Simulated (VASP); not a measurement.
Runs of VASP 6.6.1 on NiO. Symmetry: F-43m, No. 216, cubic system. Conventional cell: a = 4.567 Å, b = 4.567 Å, c = 4.567 Å, α = 90.00°, β = 90.00°, γ = 90.00°. Around Ni (site symmetry -43m) lie 4 O at 1.98 Å. O (site symmetry -43m) is surrounded by 4 Ni at 1.98 Å. Measurements of this composition are mostly on another form, of space group No. 225.

| level | spin | U | fixed moment (μB) | gap on the mesh (eV) | pressure (GPa) | moment (μB) |
| --- | --- | --- | --- | --- | --- | --- |
| PBE | collinear, ferromagnetic start | - | 2 | - | -7.0 | 2.00 |
| PBE+U | collinear, random start | Ni d U = 8 eV | - | none | -13.2 | 2.00 |
| PBE+U | collinear, ferromagnetic start | Ni d U = 8 eV | 3 | - | -3.9 | 3.00 |
| PBE | collinear, random start | - | - | none | (b) | 1.99 |
| PBE | non-collinear, random start | - | - | none | (c) | 1.99 |
| PBE+U | collinear, ferromagnetic start | Ni d U = 8 eV | - | none | (a) | 2.00 |
| PBE+U | off | Ni d U = 8 eV | - | none | -20.0 | - |
| PBE | collinear, zero start | - | - | none | -11.9 | 0.00 |

Alike in all rows: task single point; potentials or basis VASP PAW PBE potentials, release 64 (Ni, O); cell as given; k mesh 7 × 7 × 7; cutoff (eV) 520; smearing gaussian 0.05 eV.

Estimate the missing entries.

(a) -13.1; (b) -6.9; (c) -7.1.

Caveats: a cell with one magnetic atom can't hold antiferromagnetic order, which such compounds often take (some runs); semilocal functionals often make such compounds metallic where correlation or magnetic order opens a gap, which also shifts bond lengths (some runs); the total moment is fixed, so each spin has its own Fermi level (some runs); the moment is held away from its start (some runs); U without spin polarisation on a metal has little footing (some runs).

A gap of «none» marks a metal or a gap under the smearing width.
